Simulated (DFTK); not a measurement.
Set up this calculation in DFTK 0.8.2, as the native input.

| Item | Value |
| --- | --- |
| Task | equation of state |
| Functional | PBEsol |
| Potentials or basis | dojo.nc.sr.pbesol.v0_4_1.standard.upf (PBEsol) |
| Cutoff | 898 eV |
| k mesh | 9 × 9 × 5 |
| Occupations | fermi-dirac, width 0.05 eV |
| Spin | no spin polarisation |
| Valence electrons | Zr 12 |
| Volume scales | [0.94, 0.96, 0.98, 1.0, 1.02, 1.04, 1.06] |
| SCF tolerance on the density | 1e-06 |

The system is Zr.

```
Zr
1.0
     3.23200    0.00000    0.00000
    -1.61600    2.79899    0.00000
     0.00000    0.00000    5.14700
Zr
2
Direct
  0.66667 0.33333 0.75000
  0.33333 0.66667 0.25000
```

These files were run (other wordings do the same):

run.jl

```julia
using DFTK
using PseudoPotentialData
using Unitful, UnitfulAtomic
using LinearAlgebra, Printf
include("save.jl")
disable_threading()

# lattice vectors are the columns
lattice = austrip(1u"Å") * [         3.232         -1.616            0.0;
                      0.0    2.798994105            0.0;
                      0.0            0.0          5.147]
symbols   = [:Zr, :Zr]
positions = [[0.6666666667, 0.3333333333, 0.75],
             [0.3333333333, 0.6666666667, 0.25]]
pseudopotentials = PseudoFamily("dojo.nc.sr.pbesol.v0_4_1.standard.upf")
elements = Dict(s => ElementPsp(s, pseudopotentials) for s in unique(symbols))
atoms    = [elements[s] for s in symbols]

build_model(lattice, positions; symmetries=true) =
    model_DFT(lattice, atoms, positions;
              functionals=PBEsol(),
              temperature=austrip(0.05u"eV"),
              smearing=Smearing.FermiDirac(),
              symmetries)
Ecut  = 33.0  # hartree
kgrid = [9, 9, 5]
tol   = 1e-6
to_GPa = ustrip(uconvert(u"GPa", 1u"hartree/bohr^3"))

results["points"] = []
for scale in [0.94, 0.96, 0.98, 1.0, 1.02, 1.04, 1.06]
    println("\n=== scale = ", scale)
    model = build_model(cbrt(scale) * lattice, positions)
    basis = PlaneWaveBasis(model; Ecut, kgrid)
    t0 = time()
    scfres = self_consistent_field(basis;
                                   tol,
                                   nbandsalg=AdaptiveBands(model; n_bands_converge=17))
    seconds = time() - t0
    @printf "SCF: %d iterations, %.1f s\n" scfres.n_iter seconds
    forces = compute_forces_cart(scfres)
    stress = compute_stresses_cart(scfres)
    @printf "V = %.5f Å^3  F = %.8f Ha  max force = %.5f eV/Å  p = %.4f GPa\n" ustrip(auconvert(u"Å^3", model.unit_cell_volume)) scfres.energies.total ustrip(auconvert(u"eV/Å", maximum(norm, forces))) (-tr(stress) / 3 * to_GPa)
    push!(results["points"], save_scf!(scfres; forces, stress, d=Dict{String,Any}("seconds" => seconds, "n_matvec" => get(scfres, :n_matvec, 0))))
end

# third-order Birch-Murnaghan fit in x = V^(-2/3)
V = [0.94, 0.96, 0.98, 1.0, 1.02, 1.04, 1.06] * abs(det(lattice))
E = [p["total"] for p in results["points"]]
x = V .^ (-2 / 3)
c = [x .^ 0 x x .^ 2 x .^ 3] \ E
Δ = c[3]^2 - 3c[2] * c[4]
if Δ > 0
    x0 = (-c[3] + sqrt(Δ)) / 3c[4]
    B0 = 4 / 9 * x0^(7 / 2) * (2c[3] + 6c[4] * x0)
    @printf "V0 = %.4f Å^3  B0 = %.2f GPa\n" ustrip(auconvert(u"Å^3", x0^(-3 / 2))) B0 * to_GPa
end
```

Potentials or basis: dojo.nc.sr.pbesol.v0_4_1.standard.upf (PBEsol).

The run is started by

```console
$ julia --threads=1 run.jl  # save.jl only writes the numbers to a file and isn't shown; printed stress counts tension as positive; times include loading and compiling
```

Results of the run:

| Property | Result |
| --- | --- |
| Equilibrium volume | 22.51 Å³/atom |
| Bulk modulus at fixed shape and positions | 100 GPa |
| Pressure derivative of the bulk modulus | 3.2 |

Caveat: the cell was scaled at fixed shape and fractional positions, which overstates the stiffness of a crystal with free parameters, most of all of layers and chains.

Wall time 11 min on 1 thread of Intel(R) Xeon(R) Platinum 8375C CPU @ 2.90GHz (Ice Lake), with other jobs on the host, peak memory 1.8 GiB.
